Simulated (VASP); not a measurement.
Te2Mo: single point with PBE

The system is Te2Mo.

```xyz
6
Lattice="3.5182 0.0000 0.0000 -1.7591 3.0469 0.0000 0.0000 0.0000 13.9736" Properties=species:S:1:pos:R:3 pbc="T T T"
Te    1.7591    1.0156    5.2960
Te    0.0000    2.0312   12.2828
Te    1.7591    1.0156    1.6908
Te    0.0000    2.0312    8.6776
Mo    1.7591    1.0156   10.4802
Mo    0.0000    2.0312    3.4934
```

```yaml
Program: VASP 6.6.1
Task: single point
Functional: PBE
Potentials_or_basis: VASP PAW PBE potentials, release 64 (Te, Mo_sv)
Cutoff: 520 eV
k_mesh: 9 × 9 × 2
Occupations: gaussian, width 0.011 eV
Spin: no spin polarisation
Further_INCAR_settings: ALGO = Normal; EDIFF = 1e-06; NBANDS = 35
```

```
Pressure               : 2.9 GPa
Largest force          : 0.189 eV/Å
Band gap on the k mesh : 0.78 eV, indirect (least direct gap 1.04 eV)
```

Forces in eV/Å, atoms in the order of the input:
```
Te   0.000  0.000  0.189
Te   0.000  0.000  0.189
Te   0.000  0.000 -0.189
Te   0.000  0.000 -0.189
Mo   0.000  0.000  0.000
Mo   0.000  0.000  0.000
```

Stress tensor (GPa, compression positive):
```
2.68 0.00 0.00
0.00 2.68 0.00
0.00 0.00 3.45
```

Levels at points of the mesh, in eV from the valence-band top:
| k point | band 24 | band 25 | band 26 | band 27 | band 28 | band 29 |
| --- | --- | --- | --- | --- | --- | --- |
| (0.00, 0.00, 0.00) | -1.03 | -0.32 | 0.00 | 2.90 | 2.90 | 3.03 |
| (0.00, 0.00, 0.50) | -1.04 | -0.08 | -0.08 | 2.94 | 2.94 | 2.94 |

Run time: 2.2 min on 1 thread of Intel(R) Xeon(R) Platinum 8488C (Sapphire Rapids), on a shared host, peak memory 0.33 GiB.

The gap isn't set beside the measured one, since this odd mesh misses points on the zone boundary.

Caveat: spin-orbit coupling is left out, which moves the levels of the heavy elements; an odd mesh through Γ misses points on the zone boundary, where band edges often lie; this functional lacks dispersion, which binds the layers, so the pressure and a relaxed spacing across them are unreliable.
